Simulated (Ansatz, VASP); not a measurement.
## Hf in VASP and in Ansatz

```xyz
3
Lattice="3.1810 0.0000 0.0000 -1.5905 2.7548 0.0000 0.0000 0.0000 25.0847" Properties=species:S:1:pos:R:3 pbc="T T T"
Hf    1.5905    0.9183    7.0000
Hf    0.0000    1.8366    9.3985
Hf    1.5905    0.9183   11.9490
```

Alike in both runs: task single point; functional r2SCAN; k mesh 12 × 12 × 1; occupations methfessel-paxton of order 1, width 0.1 eV; no spin polarisation.

|  | VASP | Ansatz |
| --- | --- | --- |
| version | VASP 6.6.1 | Ansatz 0.2.0 |
| potentials or method | VASP PAW PBE potentials, release 64 (Hf_pv) | scalar-relativistic, plane waves, PAW |
| plane-wave cutoff (eV) | 520 | 500 |
| valence electrons in the cell | 30 | 78 |

|  | VASP | Ansatz | Ansatz less VASP |
| --- | --- | --- | --- |
| gap on the k mesh at the Fermi level (eV) | none | none | - |
| rms of the force components (eV/Å) | 0.197 | 0.196 | -0.0016 |

Atom by atom the forces differ by 0.022 eV/Å (rms over components). A gap of «none» marks a metal or a gap that the smearing closes. The two sets of potentials don't hold the same shells in valence.

Caveats: the PAW data sets were made with another functional, which shifts forces and pressure a little (VASP). Spin-orbit coupling is left out, which matters for the levels of Hf.
